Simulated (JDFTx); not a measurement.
# BAs under changes of volume

One of the cells (13.626 Å³/atom); the others are scaled copies at fixed shape and fractional positions:

```
As B
1.0
     0.00000    2.38850    2.38850
     2.38850    0.00000    2.38850
     2.38850    2.38850    0.00000
As B
1 1
Cartesian
  3.5827 3.5827 3.5827
  0.0000 0.0000 0.0000
```

* Program: JDFTx 1.7.0 (patched build)
* Functional: PBEsol
* Potentials or basis: PseudoDojo-SR-PBEsol-0.4.1-standard with smoothed tails
* Cutoff: 1143 eV
* Density cutoff: 9143 eV
* k mesh: 10 × 10 × 10
* Occupations: fermi-dirac, width 0.05 eV
* Spin: no spin polarisation

| volume (Å³/atom) | energy over the lowest point (meV/atom) | pressure (GPa) | gap on the mesh (eV) |
| --- | --- | --- | --- |
| 12.809 | 19.76 | 8.9 | 1.03 |
| 13.081 | 7.62 | 5.4 | 1.05 |
| 13.354 | 1.22 | 2.2 | 1.08 |
| 13.626 | 0.00 | -0.7 | 1.10 |
| 13.899 | 3.46 | -3.3 | 1.11 |
| 14.171 | ? | ? | ? |
| 14.444 | 22.63 | -7.8 | 1.15 |

Task: What does the run at 14.171 Å³/atom give?

Result: Energy over the lowest point 11.14 meV/atom; pressure -5.7 GPa; gap on the mesh 1.13 eV.

Worked out: A Birch-Murnaghan fit of order 3 (a polynomial in V^(-2/3)) to the other rows has its minimum at 13.56 Å³/atom with B0 = V·E''(V) = 140 GPa and B' = 4.1. It gives 11.13 meV/atom at 14.171 Å³/atom, against the run's 11.14, and -dE/dV = -5.7 GPa, against -5.7. A straight line through the other rows of the gap, of slope 0.993 eV per unit of ln V, gives 1.13 eV, against the run's 1.13.

Energies are extrapolated to zero smearing.

A mesh can miss the band edges. Spin-orbit coupling on As is left out.
